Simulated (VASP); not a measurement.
# Ge (Cmmm) in VASP: relaxation of cell and atoms with PBEsol

Aim: the relaxation of cell and atoms of Ge with PBEsol.

All numbers are computed with VASP 6.6.1; they aren't measurements. Logs are shortened: lines on timing, memory, paths and dates and some standing lists are left out, and cuts for length are marked.

**1. Starting point**

Symmetry: Cmmm, No. 65, orthorhombic system. The conventional cell has a = 2.794 Å, b = 5.201 Å, c = 2.698 Å, α = 90.00°, β = 90.00°, γ = 90.00°. Ge (site symmetry mmm) has 8 Ge at 2.70 to 2.95 Å as nearest neighbours.

This isn't the form of Ge at room conditions, which is diamond.

**2. Relaxation of cell and atoms, PBEsol**

Contents of INCAR:

```
  PREC = Accurate
  ENCUT = 600
  EDIFF = 1E-6
  ISMEAR = -1
  SIGMA = 0.05
  LREAL = False
  LASPH = True
  NELM = 80
  ALGO = Fast
  ISIF = 3
  LWAVE = False
  LCHARG = False
  GGA = PS
  IBRION = 2
  NSW = 40
  EDIFFG = -0.01
```

Contents of KPOINTS:

```
regular mesh
0
Gamma
  10 10 8
```

Contents of POSCAR:

```
Ge
1.0
    1.3971490000     -2.6005160000      0.0000000000
    1.3971490000      2.6005160000      0.0000000000
    0.0000000000      0.0000000000      2.6982310000
Ge
1
Direct
    0.5000000000      0.5000000000      0.0000000000
```

Potentials or basis: VASP PAW PBE potentials, release 64 (Ge_d).

On the command line:

```
$ cat potpaw_PBE.64/Ge_d/POTCAR > POTCAR
$ mpirun -np 1 vasp_std > vasp.out
```

OUTCAR:

```text
PREC = Accurate
   ENCUT = 600
   EDIFF = 1E-6
   ISMEAR = -1
   LREAL = False
   LASPH = True
   NELM = 80
   ISIF = 3
   GGA = PS
   IBRION = 2
   NSW = 40
   EDIFFG = -0.01

 ion  position               nearest neighbor table
   1  0.500  0.500  0.000-

  LATTYP: Found a base centered orthorhombic cell.
 ALAT       =     2.7942980000
 B/A-ratio  =     1.8613018368
 C/A-ratio  =     0.9656203454

  Lattice vectors:

 A1 = (   1.3971490000,  -2.6005160000,   0.0000000000)
 A2 = (   1.3971490000,   2.6005160000,   0.0000000000)
 A3 = (   0.0000000000,   0.0000000000,   2.6982310000)

Analysis of symmetry for initial positions (statically):
=====================================================================
 Subroutine PRICEL returns:
 Original cell was already a primitive cell.

 Routine SETGRP: Setting up the symmetry group for a
 base centered orthorhombic supercell.

 Subroutine GETGRP returns: Found  8 space group operations
 (whereof  8 operations were pure point group operations)
 out of a pool of  8 trial point group operations.

The static configuration has the point symmetry D_2h.

Analysis of symmetry for dynamics (positions and initial velocities):
=====================================================================
 Subroutine PRICEL returns:
 Original cell was already a primitive cell.

 Routine SETGRP: Setting up the symmetry group for a
 base centered orthorhombic supercell.

 Subroutine GETGRP returns: Found  8 space group operations
 (whereof  8 operations were pure point group operations)
 out of a pool of  8 trial point group operations.

The dynamic configuration has the point symmetry D_2h.

 Subroutine INISYM returns: Found  8 space group operations
 (whereof  8 operations are pure point group operations),
 and found     1 'primitive' translations

----------------------------------------------------------------------------------------

                                     Primitive cell

  volume of cell :      19.6070

  direct lattice vectors                    reciprocal lattice vectors
     1.397149000 -2.600516000  0.000000000     0.357871637 -0.192269534  0.000000000
     1.397149000  2.600516000  0.000000000     0.357871637  0.192269534  0.000000000
     0.000000000  0.000000000  2.698231000     0.000000000  0.000000000  0.370613191

  length of vectors
     2.952068562  2.952068562  2.698231000     0.406250763  0.406250763  0.370613191

[... 114 lines left out ...]
 maximum number of plane-waves:       672
   NGX = 11   NGY = 11   NGZ = 11

--------------------------------------- Ionic step        1  -------------------------------------------

 number of electron      14.0000008 magnetization

 Free energy of the ion-electron system (eV)
  ---------------------------------------------------
  ext. energy  EPLUGINS =         0.00000000
  ---------------------------------------------------
  free energy    TOTEN  =        -4.70492269 eV

  energy without entropy =       -4.70020221  energy(sigma->0) =       -4.70256245

------------------------ aborting loop because EDIFF is reached ----------------------------------------

  FORCE on cell =-STRESS in cart. coord.  units (eV):
  Direction    XX          YY          ZZ          XY          YZ          ZX
  --------------------------------------------------------------------------------------
  -------------------------------------------------------------------------------------
  Total       -0.6336319     -0.1760759     -0.3301914      0.0000000      0.0000000      0.0000000
  in kB      -51.7769265    -14.3879567    -26.9814262      0.0000000      0.0000000      0.0000000
  external PRESSURE =     -31.0487698 kB  Pullay stress =       0.0000000 kB
[... 86 lines left out ...]
  FREE ENERGIE OF THE ION-ELECTRON SYSTEM (eV)
  ---------------------------------------------------
  free  energy   TOTEN  =        -4.7208460092 eV

  energy  without entropy=       -4.7155242178  energy(sigma->0) =       -4.71818511

[... ionic steps 4 to 16 ...]

--------------------------------------- Ionic step       17  -------------------------------------------

 number of electron      13.9999998 magnetization

------------------------ aborting loop because EDIFF is reached ----------------------------------------
[... 65 lines left out ...]
--------------------------------------- Ionic step       19  -------------------------------------------

 number of electron      13.9999998 magnetization

 Free energy of the ion-electron system (eV)
  ---------------------------------------------------
  ext. energy  EPLUGINS =         0.00000000
  ---------------------------------------------------
  free energy    TOTEN  =        -4.72560068 eV

  energy without entropy =       -4.72157435  energy(sigma->0) =       -4.72358751

 E-fermi :   6.6632     XC(G=0): -11.4434

 val. band max:        6.6515393482   @ k =   0.3000   0.2000   0.1250
 cond. band min:       6.6675219512   @ k =   0.4000   0.3000   0.3750
 fundamental gap:      0.0159826029
 Fermi energy:         6.6632268072

 k-point     1 :       0.0000    0.0000    0.0000
  band No.  band energies     occupation
      1     -18.1088      2.00000
      2     -18.0226      2.00000
      3     -17.9213      2.00000
      4     -17.8373      2.00000
      5     -17.8040      2.00000
      6      -6.6930      2.00000
      7      12.9850      0.00000
      8      14.0865      0.00000
      9      16.0497      0.00000
     10      17.0227      0.00000
     11      18.4626      0.00000
[... 309 lines left out ...]
 k-point    24 :       0.4000    0.3000    0.0000
  band No.  band energies     occupation
      1     -18.0335      2.00000
      2     -17.9324      2.00000
      3     -17.9037      2.00000
      4     -17.8626      2.00000
      5     -17.8516      2.00000
      6      -1.3737      2.00000
      7       2.9045      2.00000
      8       4.3386      2.00000
      9      18.3384      0.00000
     10      22.9856      0.00000
     11      24.1154      0.00000

 [... further k-points ...]

------------------------ aborting loop because EDIFF is reached ----------------------------------------

  FORCE on cell =-STRESS in cart. coord.  units (eV):
  Direction    XX          YY          ZZ          XY          YZ          ZX
  --------------------------------------------------------------------------------------
  -------------------------------------------------------------------------------------
  Total        0.0057710      0.0055012      0.0094335      0.0000000      0.0000000      0.0000000
  in kB        0.4968420      0.4736141      0.8121588      0.0000000      0.0000000      0.0000000
  external PRESSURE =       0.5942049 kB  Pullay stress =       0.0000000 kB
[... 16 lines left out ...]
  FREE ENERGIE OF THE ION-ELECTRON SYSTEM (eV)
  ---------------------------------------------------
  free  energy   TOTEN  =        -4.7256006788 eV

  energy  without entropy=       -4.7215743468  energy(sigma->0) =       -4.72358751

 reached required accuracy - stopping structural energy minimisation
```

CONTCAR:

```text
Ge
   1.00000000000000
     1.3433854971717099   -2.6474589225702969    0.0000000000000000
     1.3433854971717099    2.6474589225702969    0.0000000000000000
     0.0000000000000000    0.0000000000000000    2.6162619897880490
  Ge
     1
Direct
     0.5000000000000000    0.5000000000000000    0.0000000000000000

  0.00000000E+00  0.00000000E+00  0.00000000E+00
```

It took 2.2 min on 1 thread of Intel Xeon Platinum 8488C (Sapphire Rapids), shared host; peak memory 0.18 GiB.

Results:

| Item | Value |
| --- | --- |
| Free energy | -4.7256 eV |
| Relaxed volume | 18.61 Å³/atom |
| Relaxed cell | a = 2.969 Å, b = 2.969 Å, c = 2.616 Å, α = 90.00°, β = 90.00°, γ = 126.19° |
| Space group after relaxing (to 0.05 Å) | Cmmm (No. 65) |
| Energy gained by relaxing | 20.7 meV/atom |
| Ionic steps | 19 |
| Pressure after relaxing | 0.1 GPa |
| Band gap on the k mesh | none (metal or under the smearing width) |

Step by step:
| step | energy change (eV) | largest force (eV/Å) | pressure (GPa) | volume (Å³) |
| --- | --- | --- | --- | --- |
| 1 | 0.0000 | 0.0000 | -3.10 | 19.61 |
| 2 | -0.0159 | 0.0000 | 0.10 | 18.55 |
| 3 | -0.0159 | 0.0000 | 0.72 | 18.51 |
| 4 | -0.0171 | 0.0000 | -0.67 | 18.73 |
| 5 | -0.0172 | 0.0000 | -0.69 | 18.77 |
| 6 | -0.0191 | 0.0000 | -0.28 | 18.73 |
| 7 | -0.0206 | 0.0000 | 0.22 | 18.67 |
| 8 | -0.0206 | 0.0000 | -0.18 | 18.68 |
| 9 | -0.0207 | 0.0000 | -0.24 | 18.63 |
| 10 | -0.0206 | 0.0000 | -0.06 | 18.58 |
| 11 | -0.0207 | 0.0000 | -0.34 | 18.61 |
| 12 | -0.0206 | 0.0000 | 0.01 | 18.60 |
| 13 | -0.0206 | 0.0000 | 0.08 | 18.61 |
| 14 | -0.0207 | 0.0000 | 0.07 | 18.61 |
| 15 | -0.0207 | 0.0000 | -0.27 | 18.63 |
| 16 | -0.0207 | 0.0000 | -0.21 | 18.63 |
| 17 | -0.0207 | 0.0000 | -0.13 | 18.62 |
| 18 | -0.0207 | 0.0000 | 0.28 | 18.60 |
| 19 | -0.0207 | 0.0000 | 0.06 | 18.61 |

Final structure:
```xyz
1
Lattice="1.3434 -2.6475 0.0000 1.3434 2.6475 0.0000 0.0000 0.0000 2.6163" Properties=species:S:1:pos:R:3 pbc="T T T"
Ge    1.3434    0.0000    0.0000
```

Caveat: the PAW data sets were made with another functional, which shifts forces and pressure a little.
